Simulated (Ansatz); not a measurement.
**Li: strong compression**

The task here is to estimate one member of a computed series from the others.

Method: DFT PBE, with the methods named in each step, in Ansatz 0.2.0.

## The starting structure

The structure is hexagonal, space group P6_3/mmc (No. 194). Conventional cell: a = 3.089 Å, b = 3.089 Å, c = 9.780 Å, α = 90.00°, β = 90.00°, γ = 120.00°. Li (site symmetry -3m) has 12 Li at 3.03 to 3.09 Å as nearest neighbours. Li (site symmetry -6m2) is surrounded by 12 Li at 3.03 to 3.09 Å.

As a file:

```
Li
1.0
     3.08861    0.00000    0.00000
    -1.54431    2.67482    0.00000
     0.00000    0.00000    9.78018
Li
4
Direct
  0.00000 0.00000 0.00000
  0.00000 0.00000 0.50000
  0.33333 0.66667 0.25000
  0.66667 0.33333 0.75000
```

Whether this phase is the stable one at these pressures isn't tested.

Atoms are numbered in the order of the input: Li1, Li2, Li3, Li4.

Set-up of the first run:

Input file input.yaml:

```yaml
crystal:
  lattice:
    - [3.0886124771, 0.0, 0.0]
    - [-1.5443062385, 2.6748168676, 0.0]
    - [0.0, 0.0, 9.7801752146]
  atoms:
    - { symbol: Li, position: [0.0, 0.0, 0.0] }
    - { symbol: Li, position: [0.0, 0.0, 0.5] }
    - { symbol: Li, position: [0.3333333333, 0.6666666667, 0.25] }
    - { symbol: Li, position: [0.6666666667, 0.3333333333, 0.75] }
kpoints:
  mp_grid: { grid: [10, 10, 6] }
  band_path:
    path:
      - [0.0, 0.0, 0.0]
      - [0.5, 0.0, 0.0]
      - [0.3333333333, 0.3333333333, 0.0]
      - [0.0, 0.0, 0.0]
      - [0.0, 0.0, 0.5]
      - [0.5, 0.0, 0.5]
      - [0.3333333333, 0.3333333333, 0.5]
      - [0.0, 0.0, 0.5]
      - [0.5, 0.0, 0.5]
    npoints: 14
scf:
  occupations: { method: fermi_dirac, width: 0.05 }
hamiltonian:
  xc: pbe
  pseudopotentials: { kind: all_electron, lapw: { basis_error: 0.001 } }
output:
  forces: true
  stress: true
  eigenvalues: true
  populations: true
  dos: { projected: true, de: 0.2, e_range: [-14, 8] }
```

The run is started by

```
> ansatz run input.yaml --threads 1 --pin off --max-ram 3072MiB --backend cpu --events-out ev --progress --plain --runs-dir out
```

Among the steps run: The reference volume, LAPW; Volume scaled by 1, crystal datasets; Volume scaled by 1, norm-conserving; Volume scaled by 0.85, LAPW; Volume scaled by 0.75, LAPW; Volume scaled by 0.75, crystal datasets; Volume scaled by 0.75, norm-conserving; Volume scaled by 0.55, LAPW; Volume scaled by 0.55, crystal datasets; Volume scaled by 0.4, LAPW; Volume scaled by 0.4, crystal datasets; Volume scaled by 0.4, norm-conserving.

One of the session's tables, all rows but one given; the rest of the session is left out.

| method | volume over the first | volume (Å³/atom) | pressure (GPa) |
| --- | --- | --- | --- |
| LAPW | 1 | 20.200 | 0.02 |
| LAPW | 0.85 | ? | ? |
| LAPW | 0.75 | 15.150 | 6.45 |
| LAPW | 0.55 | 11.110 | 22.52 |
| LAPW | 0.4 | 8.080 | 59.06 |
| PAW | 1 | 20.200 | 0.01 |
| PAW | 0.85 | 17.170 | 2.96 |
| PAW | 0.75 | 15.150 | 6.44 |
| PAW | 0.55 | 11.110 | 22.51 |
| PAW | 0.4 | 8.080 | 59.05 |
| PAW (cutoff 300 eV) | 0.4 | 8.080 | 59.18 |
| crystal datasets | 1 | 20.200 | 0.01 |
| crystal datasets | 0.75 | 15.150 | 6.45 |
| crystal datasets | 0.55 | 11.110 | 22.51 |
| crystal datasets | 0.4 | 8.080 | 59.06 |
| norm-conserving | 1 | 20.200 | 0.02 |
| norm-conserving | 0.75 | 15.150 | 6.45 |
| norm-conserving | 0.4 | 8.080 | 59.09 |

**Question.** Estimate the row for LAPW, 0.85.

**Answer.** volume (Å³/atom): 17.170; pressure (GPa): 2.97.

To keep in mind: Rows by PAW come from runs of the same series that aren't printed here. A fit over so wide a range leans to the high pressures, so B₀ can be off by several per cent. Warnings in the runs' records: crystal datasets made, cutoff below recommended.
